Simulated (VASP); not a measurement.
# Zn: equation of state with r2SCAN

The system is Zn.

```
Zn
1.0
    -1.53819    1.53819    1.53819
     1.53819   -1.53819    1.53819
     1.53819    1.53819   -1.53819
Zn
1
Cartesian
  0.0000 0.0000 0.0000
```

This isn't the form of Zn at room conditions, which is hcp.

* Program: VASP 6.6.1
* Task: equation of state
* Functional: r2SCAN
* Potentials or basis: VASP PAW PBE potentials, release 64 (Zn)
* Cutoff: 520 eV
* k mesh: 10 × 10 × 10
* Occupations: fermi-dirac, width 0.05 eV
* Spin: no spin polarisation

```
Equilibrium volume                      : 14.58 Å³/atom
Bulk modulus                            : 85 GPa
Pressure derivative of the bulk modulus : 4.3 (rough: it moves with the points fitted)
```

Energy against volume, from the lowest point:
```
volume (Å³/atom)  energy (meV/atom)
          13.975               7.12
          14.266               1.84
          14.558               0.00
          14.849               1.30
          15.140               5.38
```

All runs of the series together: 100 s on 1 thread of Intel(R) Xeon(R) Platinum 8488C (Sapphire Rapids), with other jobs on the host.

Caveat: the PAW data sets were made with another functional, which shifts forces and pressure a little.
